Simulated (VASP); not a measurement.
The system is WC.

```
W C
1.0
     0.00000    2.19268    2.19268
     2.19268    0.00000    2.19268
     2.19268    2.19268    0.00000
W C
1 1
Direct
  0.00000 0.00000 0.00000
  0.50000 0.50000 0.50000
```

Measurements of this composition are mostly on another form, of space group No. 187.

| Item | Value |
| --- | --- |
| Program | VASP 6.6.1 |
| Task | single point |
| Functional | PBEsol |
| Potentials or basis | VASP PAW PBE potentials, release 64 (W_sv, C) |
| Cutoff | 520 eV |
| k mesh | 10 × 10 × 10 |
| Occupations | fermi-dirac, width 0.05 eV |
| Spin | no spin polarisation |

On this cell: pressure -9.3 GPa; largest force zero by symmetry; band gap on the k mesh none (metal or under the smearing width).

The same run follows on a disturbed copy (atoms moved at random, drawn with an rms of 0.05 Å):

```
W C
1.0
     0.00000    2.19268    2.19268
     2.19268    0.00000    2.19268
     2.19268    2.19268    0.00000
W C
1 1
Cartesian
  -0.0044 -0.0321 -0.0488
  2.1767 2.2019 2.2440
```

**Question.** What does the disturbed cell give?

**Answer.** The energy (extrapolated to zero smearing) moves by +19.6 meV/atom; pressure -7.3 GPa; largest force 0.720 eV/Å; band gap on the k mesh none (metal or under the smearing width).

Forces on the atoms (eV/Å):
```
W   -0.077  0.282  0.658
C    0.077 -0.282 -0.658
```

Stress tensor (GPa, compression positive):
```
-9.32 -0.01  0.00
-0.01 -8.49 -0.01
 0.00 -0.01 -4.09
```

Caveats: the PAW data sets were made with another functional, which shifts forces and pressure a little.
